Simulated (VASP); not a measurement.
# GW on CaSe: a test of the settings

Aim: test the GW correction to the gap of CaSe. The starting structure is a computed structure from the Materials Project. Cell and atoms stay as given.

Calculated with VASP 6.6.1; GW on LDA orbitals, with plane waves and PAW data sets made for GW.

### Step 1. Set-up

Symmetry: Fm-3m, No. 225, cubic system. The conventional cell has a = 5.940 Å, b = 5.940 Å, c = 5.940 Å, α = 90.00°, β = 90.00°, γ = 90.00°. Nearest to Se lie 6 Ca at 2.97 Å. Nearest to Ca lie 6 Se at 2.97 Å. Farther neighbours and most contacts between anions are not listed.

### Step 2. G0W0 (response cutoff 100 eV, 4×4×4 mesh)

It reads the orbitals and their derivatives (WAVECAR and WAVEDER) of a run with the empty bands, which follows a ground-state run; neither is shown.

Input file INCAR:

```
SYSTEM = CaSe
PREC = Accurate
ENCUT = 300
ISMEAR = 0
SIGMA = 0.01
LREAL = .FALSE.
GGA = CA
NBANDS = 120
ALGO = EVGW0
NELMGW = 1
ENCUTGW = 100
NOMEGA = 40
PRECFOCK = Fast
NBANDSGW = 16
LWAVE = .FALSE.
LCHARG = .FALSE.
```

Input file POSCAR:

```
CaSe
1.0
    0.0000000000      2.9702381052      2.9702381052
    2.9702381052      0.0000000000      2.9702381052
    2.9702381052      2.9702381052      0.0000000000
Se Ca
1 1
Direct
    0.5000000000      0.5000000000      0.5000000000
    0.0000000000      0.0000000000      0.0000000000
```

Input file KPOINTS:

```
Automatic mesh
0
Gamma
4 4 4
0 0 0
```

PAW data sets: Se_GW and Ca_sv_GW (LDA family, release 64).

Run with:

```console
mpirun -np 4 vasp_std
```

The log of the run:

```text
[banner, memory and clock lines left out]
running    4 mpi-ranks, on    1 nodes
 distrk:  each k-point on    4 cores,    1 groups
 distr:  one band on    1 cores,    4 groups

 POSCAR found type information on POSCAR SeCa
 POSCAR found :  2 types and       2 ions
|                                                                             |
|           W    W    AA    RRRRR   N    N  II  N    N   GGGG   !!!           |
|           W    W   A  A   R    R  NN   N  II  NN   N  G    G  !!!           |
|           W    W  A    A  R    R  N N  N  II  N N  N  G       !!!           |
|           W WW W  AAAAAA  RRRRR   N  N N  II  N  N N  G  GGG   !            |
|           WW  WW  A    A  R   R   N   NN  II  N   NN  G    G                |
|           W    W  A    A  R    R  N    N  II  N    N   GGGG   !!!           |
|                                                                             |
|     The default for ENCUTGWSOFT is different in this version of VASP.       |
|     please manually set ENCUTGWSOFT =100 in the INCAR file.                 |
|                                                                             |

 LDA part: xc-table for (Slater(with rela. corr.)+CA(PZ))
 , standard interpolation
 found WAVECAR, reading the header
 POSCAR, INCAR and KPOINTS ok, starting setup
 FFT: planning ... GRIDC
 FFT: planning ... GRID_SOFT
 FFT: planning ... GRID
 reading WAVECAR
 the WAVECAR file was read successfully
 initial charge from wavefunction
 available memory per node:     64.78 GB, setting MAXMEM to     66334

 The Fermi energy was updated, please check that it is located mid-gap
 values below the HOMO (VB) or above the LUMO (CB) will cause erroneous energies
 E-fermi :   4.3824

 calculate exact exchange contribution
 the WAVEDER file was read successfully
energies w=
    0.000    0.000    0.785    0.000    1.566    0.000    2.338    0.000
    3.097    0.000    3.841    0.000    4.569    0.000    5.280    0.000
    5.976    0.000    6.657    0.000    7.327    0.000    7.987    0.000
    8.642    0.000    9.293    0.000    9.946    0.000   10.605    0.000
   11.274    0.000   11.958    0.000   12.663    0.000   13.396    0.000
   14.164    0.000   14.976    0.000   15.844    0.000   16.781    0.000
   17.802    0.000   18.930    0.000   20.190    0.000   21.618    0.000
   23.261    0.000   25.184    0.000   27.478    0.000   30.275    0.000
   33.777    0.000   38.299    0.000   44.377    0.000   52.978    0.000
   66.068    0.000   88.323    0.000  134.286    0.000  283.431    0.000
 responsefunction array rank=     128
 LDA part: xc-table for (Slater(with rela. corr.)+CA(PZ))
 , standard interpolation

 min. memory requirement per mpi rank     90.8 MB, per node    363.1 MB

 allocating  10 responsefunctions rank=   128
 shmem allocating  40 responsefunctions rank=   128
 response function shared by NCSHMEM nodes    1
 Doing           10  frequencies on each core in blocks of           40
NQ=   1    0.0000    0.0000    0.0000,
|.........|.........|.........|.........|.........|.........|.........|.........
 performed        145000 updates of chi_q(r,r)
 total number of BLAS operations         14.85 Gflops
NQ=   2    0.2500    0.0000    0.0000,
|.........|.........|.........|.........|.........|.........|.........|.........
 performed        428000 updates of chi_q(r,r)
 total number of BLAS operations         49.18 Gflops
NQ=   3    0.5000    0.0000    0.0000,
|.........|.........|.........|.........|.........|.........|.........|.........
 performed        642000 updates of chi_q(r,r)
 total number of BLAS operations         73.90 Gflops
NQ=   4    0.2500    0.2500    0.0000,
|.........|.........|.........|.........|.........|.........|.........|.........
 performed        898000 updates of chi_q(r,r)
 total number of BLAS operations        105.99 Gflops
NQ=   5    0.5000    0.2500    0.0000,
|.........|.........|.........|.........|.........|.........|.........|.........
 performed       1243000 updates of chi_q(r,r)
 total number of BLAS operations        145.09 Gflops
NQ=   6   -0.2500    0.2500    0.0000,
|.........|.........|.........|.........|.........|.........|.........|.........
 performed       1549000 updates of chi_q(r,r)
 total number of BLAS operations        178.67 Gflops
NQ=   7    0.5000    0.5000    0.0000,
|.........|.........|.........|.........|.........|.........|.........|.........
 performed       1748000 updates of chi_q(r,r)
 total number of BLAS operations        200.11 Gflops
NQ=   8   -0.2500    0.5000    0.2500,
|.........|.........|.........|.........|.........|.........|.........|.........
 performed       2008000 updates of chi_q(r,r)
 total number of BLAS operations        228.17 Gflops
 resolving degeneracies of screened two electron integrals

 calculate QP shifts <psi_nk| G(iteration)W_0 |psi_nk>: iteration 1
 entering main loop
```

It took 9.2 s on 4 MPI ranks of Intel Xeon 6975P-C (Granite Rapids), shared host; peak memory 0.59 GiB; 34 s of CPU time.

Lines that name or quote the potential files are left out of all logs, and their timing lines are given in words.

OUTCAR, selected parts (step 2):

```text
ion  position               nearest neighbor table
   1  0.500  0.500  0.500-   2 2.97   2 2.97   2 2.97   2 2.97   2 2.97   2 2.97
   2  0.000  0.000  0.000-   1 2.97   1 2.97   1 2.97   1 2.97   1 2.97   1 2.97

  LATTYP: Found a face centered cubic cell.
 ALAT       =     5.9404762104

 Subroutine GETGRP returns: Found 48 space group operations
 (whereof 48 operations were pure point group operations)

The static configuration has the point symmetry O_h .

 Found      8 irreducible k-points:

   k-points           NKPTS =      8   k-points in BZ     NKDIM =     64   number of bands    NBANDS=    120

   dimension x,y,z NGX =    24 NGY =   24 NGZ =   24
   dimension x,y,z NGXF=    48 NGYF=   48 NGZF=   48

   ENCUT  =  300.0 eV  22.05 Ry    4.70 a.u.   5.93  5.93  5.93*2*pi/ulx,y,z

   NELECT =      16.0000    total number of electrons

  energy-cutoff  :      300.00
  volume of cell :       52.41
      direct lattice vectors                 reciprocal lattice vectors
     0.000000000  2.970238105  2.970238105    -0.168336673  0.168336673  0.168336673
     2.970238105  0.000000000  2.970238105     0.168336673 -0.168336673  0.168336673
     2.970238105  2.970238105  0.000000000     0.168336673  0.168336673 -0.168336673

 k-points in reciprocal lattice and weights: Automatic mesh
   0.00000000  0.00000000  0.00000000       0.016
   0.25000000  0.00000000  0.00000000       0.125
   0.50000000  0.00000000  0.00000000       0.062
   0.25000000  0.25000000  0.00000000       0.094
   0.50000000  0.25000000  0.00000000       0.375
  -0.25000000  0.25000000  0.00000000       0.188
   0.50000000  0.50000000  0.00000000       0.047
  -0.25000000  0.50000000  0.25000000       0.094

 E-fermi :   4.3824

 QP shifts <psi_nk| G(iteration)W_0 |psi_nk>: iteration 1
 for sc-GW calculations column KS-energies equals QP-energies in previous step
 and V_xc(KS)=  KS-energies - (<T + V_ion + V_H > + <T+V_H+V_ion>^1  + <V_x>^1)
 k-point   1 :       0.0000    0.0000    0.0000
  band No.  KS-energies  QP-energies   sigma(KS)   V_xc(KS)     V^pw_x(r,r')   Z            occupation Imag(sigma)
    ...
      5      -8.3508      -9.0313     -13.6211     -12.6449     -19.7596       0.6971       2.0000       1.4822
      6       3.4379       2.8203     -13.0743     -12.2717     -14.6722       0.7695       2.0000       0.2057
      7       3.4379       2.8203     -13.0743     -12.2717     -14.6722       0.7695       2.0000       0.2057
      8       3.4379       2.8203     -13.0743     -12.2717     -14.6722       0.7695       2.0000       0.2057
      9       6.4628       7.2653      -8.4610      -9.4705      -4.7635       0.7950       0.0000      -0.2046
     10       6.9784       8.5450     -10.0605     -12.0987      -5.6992       0.7686       0.0000      -0.2663
     11       6.9784       8.5450     -10.0605     -12.0987      -5.6992       0.7686       0.0000      -0.2663
     12       6.9784       8.5450     -10.0605     -12.0987      -5.6992       0.7686       0.0000      -0.2663
    ...

 k-point   2 :       0.2500    0.0000    0.0000
  band No.  KS-energies  QP-energies   sigma(KS)   V_xc(KS)     V^pw_x(r,r')   Z            occupation Imag(sigma)
    ...
      5      -8.0302      -8.6818     -13.8872     -12.9513     -19.8899       0.6962       2.0000       1.3972
      6       1.4088       0.7024     -11.9303     -10.9946     -13.8541       0.7550       2.0000       0.2761
      7       2.7347       2.1762     -12.7683     -12.0376     -14.4172       0.7643       2.0000       0.2225
      8       2.7347       2.1762     -12.7683     -12.0376     -14.4172       0.7643       2.0000       0.2225
      9       6.9713       8.1429      -9.1413     -10.6435      -5.0639       0.7799       0.0000      -0.2469
     10       7.6969       9.4328     -10.5985     -12.8828      -5.9738       0.7600       0.0000      -0.2988
     11       7.6969       9.4328     -10.5985     -12.8828      -5.9738       0.7600       0.0000      -0.2988
     12       8.9197      10.1107     -10.1208     -11.6782      -5.8563       0.7647       0.0000      -0.2995
    ...

 k-point   3 :       0.5000    0.0000    0.0000
  band No.  KS-energies  QP-energies   sigma(KS)   V_xc(KS)     V^pw_x(r,r')   Z            occupation Imag(sigma)
    ...
      5      -7.6715      -8.2926     -14.2033     -13.3205     -20.0549       0.7035       2.0000       1.3039
      6       0.1417      -0.6882     -11.5644     -10.4496     -13.9974       0.7444       2.0000       0.3806
      7       2.2395       1.6715     -12.6480     -11.8977     -14.4459       0.7571       2.0000       0.2459
      8       2.2395       1.6715     -12.6480     -11.8977     -14.4459       0.7571       2.0000       0.2459
      9       7.7689       8.3671      -7.8835      -8.6389      -4.1747       0.7919       0.0000      -0.2346
     10       8.7106      10.6538     -11.4451     -14.0705      -6.3717       0.7401       0.0000      -0.3706
     11       8.7396      10.8809     -11.7832     -14.6918      -6.5614       0.7362       0.0000      -0.3798
     12       8.7396      10.8809     -11.7832     -14.6918      -6.5614       0.7362       0.0000      -0.3798
    ...

 k-point   4 :       0.2500    0.2500    0.0000
  band No.  KS-energies  QP-energies   sigma(KS)   V_xc(KS)     V^pw_x(r,r')   Z            occupation Imag(sigma)
    ...
      5      -7.9974      -8.6365     -13.8786     -12.9608     -19.8806       0.6963       2.0000       1.3934
      6       1.3091       0.6032     -12.0652     -11.1272     -14.1049       0.7524       2.0000       0.2907
      7       2.8221       2.1706     -12.7596     -11.9092     -14.4552       0.7660       2.0000       0.2202
      8       2.8221       2.1706     -12.7596     -11.9092     -14.4552       0.7660       2.0000       0.2202
      9       6.0125       7.2534      -9.1796     -10.7662      -5.1956       0.7821       0.0000      -0.2320
     10       7.6643       8.9531      -9.8687     -11.5263      -5.7739       0.7775       0.0000      -0.2396
     11       7.9269       9.8613     -11.6481     -14.1856      -7.2642       0.7623       0.0000      -0.2600
     12       8.5740      10.5392     -11.4589     -14.1075      -6.5014       0.7420       0.0000      -0.3515
    ...

[... 4 further parts left out ...]
```

G0W0 (response cutoff 100 eV, 4×4×4 mesh): the quasiparticle gap on this mesh is 3.592 eV, +1.703 eV from the LDA gap on the same points, with 120 bands.

### Step 3. G0W0 (response cutoff 160 eV, 4×4×4 mesh)

It reads the orbitals and their derivatives (WAVECAR and WAVEDER) of a run with the empty bands, which follows a ground-state run; neither is shown.

Changes to INCAR since step 2:

```diff
@@ -7,6 +7,6 @@
 GGA = CA
-NBANDS = 120
+NBANDS = 244
 ALGO = EVGW0
 NELMGW = 1
-ENCUTGW = 100
+ENCUTGW = 160
 NOMEGA = 40
```

POSCAR is that of step 2.

KPOINTS is that of step 2.

Run with:

```console
mpirun -np 4 vasp_std
```

The log of the run:

```text
[banner, memory and clock lines left out]
running    4 mpi-ranks, on    1 nodes
[...]
|                                                                             |
|           W    W    AA    RRRRR   N    N  II  N    N   GGGG   !!!           |
|           W    W   A  A   R    R  NN   N  II  NN   N  G    G  !!!           |
|           W    W  A    A  R    R  N N  N  II  N N  N  G       !!!           |
|           W WW W  AAAAAA  RRRRR   N  N N  II  N  N N  G  GGG   !            |
|           WW  WW  A    A  R   R   N   NN  II  N   NN  G    G                |
|           W    W  A    A  R    R  N    N  II  N    N   GGGG   !!!           |
|                                                                             |
|     The default for ENCUTGWSOFT is different in this version of VASP.       |
|     please manually set ENCUTGWSOFT =160 in the INCAR file.                 |
|                                                                             |

 LDA part: xc-table for (Slater(with rela. corr.)+CA(PZ))
[...]
total number of BLAS operations        650.28 Gflops
NQ=   4    0.2500    0.2500    0.0000,
|.........|.........|.........|.........|.........|.........|.........|.........
 performed       1863000 updates of chi_q(r,r)
 total number of BLAS operations        882.69 Gflops
NQ=   5    0.5000    0.2500    0.0000,
|.........|.........|.........|.........|.........|.........|.........|.........
 performed       2573000 updates of chi_q(r,r)
 total number of BLAS operations       1204.49 Gflops
NQ=   6   -0.2500    0.2500    0.0000,
|.........|.........|.........|.........|.........|.........|.........|.........
 performed       3205000 updates of chi_q(r,r)
 total number of BLAS operations       1515.48 Gflops
NQ=   7    0.5000    0.5000    0.0000,
|.........|.........|.........|.........|.........|.........|.........|.........
 performed       3618000 updates of chi_q(r,r)
 total number of BLAS operations       1690.45 Gflops
NQ=   8   -0.2500    0.5000    0.2500,
|.........|.........|.........|.........|.........|.........|.........|.........
 performed       4156000 updates of chi_q(r,r)
 total number of BLAS operations       1963.96 Gflops
 resolving degeneracies of screened two electron integrals

 calculate QP shifts <psi_nk| G(iteration)W_0 |psi_nk>: iteration 1
 entering main loop
[key lines of the parts left out:]
E-fermi :   4.3824
```

Run time: 27 s. Hardware: 4 MPI ranks; peak memory 0.89 GiB; 1.7 min of CPU time.

From OUTCAR (step 3):

```text
 QP shifts <psi_nk| G(iteration)W_0 |psi_nk>: iteration 1
 for sc-GW calculations column KS-energies equals QP-energies in previous step
 and V_xc(KS)=  KS-energies - (<T + V_ion + V_H > + <T+V_H+V_ion>^1  + <V_x>^1)
 k-point   1 :       0.0000    0.0000    0.0000
  band No.  KS-energies  QP-energies   sigma(KS)   V_xc(KS)     V^pw_x(r,r')   Z            occupation Imag(sigma)
    ...
      5      -8.3508      -9.2276     -13.9043     -12.6449     -19.7596       0.6963       2.0000       1.4713
      6       3.4379       2.6055     -13.3556     -12.2717     -14.6722       0.7679       2.0000       0.2119
      7       3.4379       2.6055     -13.3556     -12.2717     -14.6722       0.7679       2.0000       0.2119
      8       3.4379       2.6055     -13.3556     -12.2717     -14.6722       0.7679       2.0000       0.2119
      9       6.4628       7.1637      -8.5878      -9.4705      -4.7635       0.7941       0.0000      -0.1963
     10       6.9784       8.4451     -10.1889     -12.0987      -5.6992       0.7680       0.0000      -0.2639
     11       6.9784       8.4451     -10.1889     -12.0987      -5.6992       0.7680       0.0000      -0.2639
     12       6.9784       8.4451     -10.1889     -12.0987      -5.6992       0.7680       0.0000      -0.2639
    ...

[... 1 part as in an earlier step ...]

[... 2 further parts left out ...]
[key lines of the parts left out:]
E-fermi :   4.3824
```

G0W0 (response cutoff 160 eV, 4×4×4 mesh): the quasiparticle gap on this mesh is 3.731 eV, +1.842 eV from the LDA gap on the same points, with 244 bands.

### Step 4. G0W0 (response cutoff 240 eV, 4×4×4 mesh)

It reads the orbitals and their derivatives (WAVECAR and WAVEDER) of a run with the empty bands, which follows a ground-state run; neither is shown.

Changes to INCAR since step 3:

```diff
@@ -7,6 +7,6 @@
 GGA = CA
-NBANDS = 244
+NBANDS = 444
 ALGO = EVGW0
 NELMGW = 1
-ENCUTGW = 160
+ENCUTGW = 240
 NOMEGA = 40
```

POSCAR is that of step 3.

KPOINTS is that of step 3.

Run with:

```console
mpirun -np 4 vasp_std
```

The log of the run:

```text
[banner, memory and clock lines left out]
running    4 mpi-ranks, on    1 nodes
[...]
|                                                                             |
|           W    W    AA    RRRRR   N    N  II  N    N   GGGG   !!!           |
|           W    W   A  A   R    R  NN   N  II  NN   N  G    G  !!!           |
|           W    W  A    A  R    R  N N  N  II  N N  N  G       !!!           |
|           W WW W  AAAAAA  RRRRR   N  N N  II  N  N N  G  GGG   !            |
|           WW  WW  A    A  R   R   N   NN  II  N   NN  G    G                |
|           W    W  A    A  R    R  N    N  II  N    N   GGGG   !!!           |
|                                                                             |
|     The default for ENCUTGWSOFT is different in this version of VASP.       |
|     please manually set ENCUTGWSOFT =240 in the INCAR file.                 |
|                                                                             |

 LDA part: xc-table for (Slater(with rela. corr.)+CA(PZ))
[...]
total number of BLAS operations       3909.48 Gflops
NQ=   4    0.2500    0.2500    0.0000,
|.........|.........|.........|.........|.........|.........|.........|.........
 performed       3418000 updates of chi_q(r,r)
 total number of BLAS operations       5526.66 Gflops
NQ=   5    0.5000    0.2500    0.0000,
|.........|.........|.........|.........|.........|.........|.........|.........
 performed       4716000 updates of chi_q(r,r)
 total number of BLAS operations       7602.98 Gflops
NQ=   6   -0.2500    0.2500    0.0000,
|.........|.........|.........|.........|.........|.........|.........|.........
 performed       5872000 updates of chi_q(r,r)
 total number of BLAS operations       9354.24 Gflops
NQ=   7    0.5000    0.5000    0.0000,
|.........|.........|.........|.........|.........|.........|.........|.........
 performed       6631000 updates of chi_q(r,r)
 total number of BLAS operations      10551.32 Gflops
NQ=   8   -0.2500    0.5000    0.2500,
|.........|.........|.........|.........|.........|.........|.........|.........
 performed       7617000 updates of chi_q(r,r)
 total number of BLAS operations      12106.90 Gflops
 resolving degeneracies of screened two electron integrals

 calculate QP shifts <psi_nk| G(iteration)W_0 |psi_nk>: iteration 1
 entering main loop
[key lines of the parts left out:]
E-fermi :   4.3824
```

Elapsed: 77 s, on 4 MPI ranks; peak memory 1.5 GiB.

Parts of OUTCAR (step 4):

```text
 QP shifts <psi_nk| G(iteration)W_0 |psi_nk>: iteration 1
 for sc-GW calculations column KS-energies equals QP-energies in previous step
 and V_xc(KS)=  KS-energies - (<T + V_ion + V_H > + <T+V_H+V_ion>^1  + <V_x>^1)
 k-point   1 :       0.0000    0.0000    0.0000
  band No.  KS-energies  QP-energies   sigma(KS)   V_xc(KS)     V^pw_x(r,r')   Z            occupation Imag(sigma)
    ...
      5      -8.3508      -9.3382     -14.0635     -12.6449     -19.7596       0.6961       2.0000       1.4108
      6       3.4379       2.5039     -13.4886     -12.2717     -14.6722       0.7675       2.0000       0.1650
      7       3.4379       2.5039     -13.4886     -12.2717     -14.6722       0.7675       2.0000       0.1650
      8       3.4379       2.5039     -13.4886     -12.2717     -14.6722       0.7675       2.0000       0.1650
      9       6.4628       7.0990      -8.6691      -9.4705      -4.7635       0.7938       0.0000      -0.2302
     10       6.9784       8.4013     -10.2455     -12.0987      -5.6992       0.7678       0.0000      -0.2967
     11       6.9784       8.4013     -10.2455     -12.0987      -5.6992       0.7678       0.0000      -0.2967
     12       6.9784       8.4013     -10.2455     -12.0987      -5.6992       0.7678       0.0000      -0.2967
    ...

[... 1 part as in an earlier step ...]

[... 2 further parts left out ...]
[key lines of the parts left out:]
E-fermi :   4.3824
```

G0W0 (response cutoff 240 eV, 4×4×4 mesh): the quasiparticle gap on this mesh is 3.801 eV, +1.912 eV from the LDA gap on the same points, with 444 bands.

[end of part 1 of 2]

[Lines on the potential files, build, host, timing and source positions are cut from VASP's logs without a mark.]

[Logs are printed without paths, hosts, clocks, repeated set-up lines and the standing remarks that a program may print on its own settings, such as how far it seeks lower states.]

[Hosts, paths, dates, database ids (printed as entryN), source tags and the programs' standing remarks are cut or masked in the printed files.]
